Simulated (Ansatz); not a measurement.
SnSe in Ansatz: the effect of functional

Crystal: SnSe.

```
CELL_PARAMETERS angstrom
0.00000 3.01000 3.01000
3.01000 0.00000 3.01000
3.01000 3.01000 0.00000
ATOMIC_POSITIONS crystal
Sn 0.00000 0.00000 0.00000
Se 0.50000 0.50000 0.50000
```

Measurements of this composition are mostly on another form, of space group No. 62.

Alike in all runs:

| Item | Value |
| --- | --- |
| Program | Ansatz 0.2.0 |
| Task | single point |
| Potentials or basis | all-electron PAW datasets made for the crystal |
| k mesh | 4 × 4 × 4 |
| Occupations | fermi-dirac, width 0.05 eV |
| Spin | no spin polarisation |

```csv
functional,cutoff,gap on the mesh (eV),pressure (GPa)
PBE,240 eV (chosen from the basis error),0.57,-0.4
HSE06,270 eV (chosen from the basis error),?,?
PBE0,270 eV (chosen from the basis error),0.92,-1.8
```

What does the run with functional HSE06 give?

gap on the mesh 0.49 eV; pressure -1.8 GPa.

Caveats: all runs use coarse meshes; spin-orbit coupling is left out, which moves the levels of the heavy elements; the program warned that the printed levels may be off, so bands, gaps and densities of states are rough (some runs).

A k mesh can miss the band edges.
